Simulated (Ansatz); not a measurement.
A crystal relaxed with r2SCAN in Ansatz 0.2.0 has space group Fm-3m (No. 225) and a = 6.379 Å.

```tsv
atom	site	x	y	z
Sn	4a	0.0000	0.0000	0.0000
Xx	4b	0.5000	0.0000	0.0000
```

r2SCAN gives a direct gap of 0.15 eV at L. With HSE06 the gap is 0.25 eV and direct, at L. Meshes: r2SCAN 8×8×8, HSE06 6×6×6.

Question: Which element is Xx?
A. O
B. Se
C. Te
D. S

Answer: C. Xx is Te: SnTe in the rocksalt structure. Sn has 6 Te at 3.19 Å; Te has 6 Sn at 3.19 Å.

No spin polarisation and no zero-point or thermal motion.

Spin-orbit coupling is left out, which matters wherever the heavy atoms make up the band edges.
